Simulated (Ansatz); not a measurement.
A plane-wave DFT run in Ansatz 0.2.0 (scalar-relativistic PAW potentials unless the input names others): input and command.

```yaml
crystal:
  lattice:
    - [3.2886781944, 0.00324258, 0.0]
    - [-1.6415309404, 2.8060143244, 0.0]
    - [0.0, 0.0, 5.2380924552]
  atoms:
    - { symbol: Hf, position: [0.659797097, 0.342361116, 0.75] }
    - { symbol: Hf, position: [0.3871004842, 0.7045264002, 0.25] }
    - { symbol: C, position: [-0.0234487906, -0.0234437581, 0.000373813] }
    - { symbol: C, position: [-0.0234487906, -0.0234437581, 0.499626187] }
  symmetry: { detect: false }
basis:
  ecutwfc: 420
kpoints:
  mp_grid: { grid: [14, 14, 8] }
hamiltonian:
  xc: pbesol
  dispersion: d3bjatm
scf:
  occupations: { method: gaussian, width: 0.1 }
output:
  forces: true
  eigenvalues: true
  stress: true
```

```bash
ansatz run input.yaml --threads 1 --pin off --max-ram 1331MiB --backend cpu --events-out ev --progress --plain --runs-dir out
```

Abridged log:
```
Pseudopotentials: kind: paw
Pseudopotential: Hf, paw, valence charge 26, recommended cutoff 420 eV (normal)
Pseudopotential: C, paw, valence charge 4, recommended cutoff 420 eV (normal)
Functional definition: PBEsol
Crystal: 4 atoms, lattice volume = 48.365 Å³
Basis set: ecut = 420 eV, 961 PW (Γ), exchange–correlation on 48×48×72 points (8 copies of the dense FFT grid, shifted against one another)
Bands: 36, of which v1, the nominal top of the filled ones, is band 30 counted from 1 (29 counted from 0)
Symmetry: 1 space group operations
k-points: 788 of 1568 (time reversal used)
Initial density: superposition of atomic densities (neutral atoms: chi_scale 0, normalization atom), corrected by the library's trained network
Initial wavefunctions: pseudopotential atomic-orbital guess
Functional: x = pbesol(κ = 0.804, μ = 0.12345679), c = pbesol(β = 0.046)
SCF iter   1: F=—  HF=-31693.534286 eV  |F-HF|=—  |Δ(HF+E_count)|=         —  Δρ=1.63e-2  dr2=1.47e-1  ethr=1.77e-3  ⟨swp⟩=4.7  Hψ=89006  notcnv=0
SCF iter   2: F=—  HF=-31693.504441 eV  |F-HF|=—  |Δ(HF+E_count)|=   2.98e-2  Δρ=6.69e-3  dr2=1.98e-2  ethr=2.45e-4  ⟨swp⟩=1.5  Hψ=35315  notcnv=0  defer=69
SCF iter   3: F=—  HF=-31693.500580 eV  |F-HF|=—  |Δ(HF+E_count)|=   3.86e-3  Δρ=1.93e-3  dr2=1.25e-3  ethr=3.30e-5  ⟨swp⟩=2.5  Hψ=44479  notcnv=0  defer=69
SCF iter   4: F=—  HF=-31693.500358 eV  |F-HF|=—  |Δ(HF+E_count)|=   2.22e-4  Δρ=9.49e-4  dr2=3.84e-4  ethr=2.09e-6  ⟨swp⟩=2.0  Hψ=50927  notcnv=0  defer=70
SCF iter   5: F=—  HF=-31693.500111 eV  |F-HF|=—  |Δ(HF+E_count)|=   2.47e-4  Δρ=2.84e-4  dr2=2.96e-5  ethr=6.40e-7  ⟨swp⟩=2.0  Hψ=44774  notcnv=0  defer=69
SCF iter   6: F=—  HF=-31693.500124 eV  |F-HF|=—  |Δ(HF+E_count)|=   1.27e-5  Δρ=7.74e-5  dr2=1.97e-6  ethr=4.93e-8  ⟨swp⟩=2.1  Hψ=51153  notcnv=0  defer=112
SCF iter   7: F=—  HF=-31693.500124 eV  |F-HF|=—  |Δ(HF+E_count)|=   1.18e-7  Δρ=2.26e-5  dr2=2.53e-7  ethr=3.28e-9  ⟨swp⟩=2.2  Hψ=50541  notcnv=0  defer=117
SCF iter   8: F=—  HF=-31693.500124 eV  |F-HF|=—  |Δ(HF+E_count)|=   3.19e-7  Δρ=1.16e-5  dr2=6.34e-8  ethr=1.67e-10  ⟨swp⟩=10.8  Hψ=157513  notcnv=0
SCF iter   9: F=-31693.500124 eV  HF=-31693.500124 eV  |F-HF|=4.06e-9  |Δ(HF+E_count)|=   1.10e-7  Δρ=3.72e-6  dr2=4.82e-9  ethr=1.06e-10  ⟨swp⟩=5.7  Hψ=120533  notcnv=0
SCF 1 converged in 9 iterations: F = -31693.500124 eV  dr2 = 4.82e-9
SCF converged after 9 iterations
Free energy (F): -31693.500124 eV
Harris-Foulkes:  -31693.500124 eV  (|F-HF|=4.06e-9)
Internal energy: -31693.497235 eV  (E = F + TS)
E sigma→0 (E₀):  -31693.498679 eV
Entropy (-TS):   -0.002889 eV (-0.722 meV/atom)
Fermi energy:    21.255540 eV
  E_disp       = -1.388682  (pairwise vdW)
--- Forces (eV/Å), atoms counted from 1 ---
  atom   1  Hf    -0.06654711    -1.66922368     0.00000005
  atom   2  Hf    -3.00574369    -2.76561886    -0.00000003
  atom   3  C      1.53615782     2.21743908    -0.35959576
  atom   4  C      1.53615784     2.21743911     0.35959578
--- Stress (GPa, compression-positive) ---
        1.258801       0.483209       0.000000
        0.483209       3.871501       0.000000
        0.000000       0.000000       1.722919
  P = ⅓ Tr σ = 2.2844 GPa (22.844 kbar)
```

Apart from outputs and empty bands, the input differs from a reference run on usual settings in hamiltonian.dispersion: not typed → "d3bjatm"; hamiltonian.xc: "pbe" → "pbesol"; crystal.symmetry: not typed → {"detect": false}. The reference, at the same geometry (not necessarily relaxed), gave pressure 13.70 GPa, largest force 4.135 eV/Å, no gap on the mesh. This run converged in 9 SCF iterations (reference: 8) with a total energy on another zero, pressure 2.28 GPa, largest force 4.085 eV/Å, no gap on the mesh.